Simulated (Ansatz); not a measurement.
# Pt in Ansatz: the effect of strain

The system is Pt.

```xyz
2
Lattice="2.7607 0.0000 0.0000 -1.3803 2.3908 0.0000 0.0000 0.0000 4.6004" Properties=species:S:1:pos:R:3 pbc="T T T"
Pt    0.0000    1.5939    1.1501
Pt    1.3803    0.7969    3.4503
```

This isn't the form of Pt at room conditions, which is fcc.

Alike in all runs:

| Quantity | Value |
| --- | --- |
| Program | Ansatz 0.2.0 |
| Task | single point |
| Functional | PBEsol |
| Potentials or basis | Ansatz PAW |
| Cutoff | 420 eV (not typed: the program's choice for these potentials) |
| k mesh | 9 × 9 × 5 |
| Occupations | fermi-dirac, width 0.05 eV |
| Spin | no spin polarisation |
| Kind of strain | uniaxial |

```tsv
strain	pressure (GPa)
-0.04	-1.6
-0.02	-6.8
-0.01	-9.1
0	-11.2
0.01	-13.0
0.02	-14.7
0.04	?
```

What does the run with strain 0.04 give?

Pressure -17.5 GPa.

Worked out: A parabola through the other rows of the pressure, of slope -112 GPa per unit of strain there, extrapolates to -17.4 GPa, against the run's -17.5.

Caveats: the PAW data sets come from PBE, with cores solved anew for the run's functional, which leaves a small shift of forces and pressure.
